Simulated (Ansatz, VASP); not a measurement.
## One calculation of Ba, two programs

INCAR

```
SYSTEM = Ba
PREC = Accurate
ENCUT = 520
EDIFF = 1E-7
ISMEAR = 0
SIGMA = 0.15
LREAL = .False.
LASPH = .True.
NELM = 100
ALGO = Fast
ISIF = 2
LWAVE = .False.
LCHARG = .False.
GGA = PS
NBANDS = 11
```

The input KPOINTS:

```
regular mesh
0
Gamma
  14 14 14
  0 0 0
```

POSCAR

```
Ba
1.0
    3.9290155812     -0.2067902937     -0.2067902937
   -0.2067902937      3.9290155812     -0.2067902937
   -0.2067902937     -0.2067902937      3.9290155812
Ba
1
Direct
    0.0000000000      0.0000000000      0.0000000000
```

Input for Ansatz:

```yaml
crystal:
  lattice:
    - [3.9290155812, -0.2067902937, -0.2067902937]
    - [-0.2067902937, 3.9290155812, -0.2067902937]
    - [-0.2067902937, -0.2067902937, 3.9290155812]
  atoms:
    - { symbol: Ba, position: [0.0, 0.0, 0.0] }
basis:
  ecutwfc: 420
kpoints:
  mp_grid: { grid: [14, 14, 14] }
hamiltonian:
  xc: pbesol
scf:
  occupations: { method: gaussian, width: 0.15 }
output:
  forces: true
  stress: true
  eigenvalues: true
```

Alike in both runs: task single point; functional PBEsol; k mesh 14 × 14 × 14; occupations gaussian, width 0.15 eV; no spin polarisation.

```csv
,VASP,Ansatz
version,VASP 6.6.1,Ansatz 0.2.0
potentials or method,"VASP PAW PBE potentials, release 64 (Ba_sv)","scalar-relativistic, plane waves, PAW"
plane-wave cutoff (eV),520,420
valence electrons in the cell,10,10
```

Ansatz gave:

```
gap on the k mesh at the Fermi level (eV)       : none
pressure (GPa)                                  : -0.5
largest component of the traceless stress (GPa) : 0.47
```

Question: What did VASP give for the same quantities?

Answer: gap on the k mesh at the Fermi level (eV): none; pressure (GPa): -0.4; largest component of the traceless stress (GPa): 0.48.

A gap of «none» marks a metal or a gap that the smearing closes. The functional is the same, so the differences come from potentials, cutoffs and numerics.

Caveats: the PAW data sets were made with another functional, which shifts forces and pressure a little (VASP). The runs have no spin-orbit coupling, so splittings on Ba are missing.
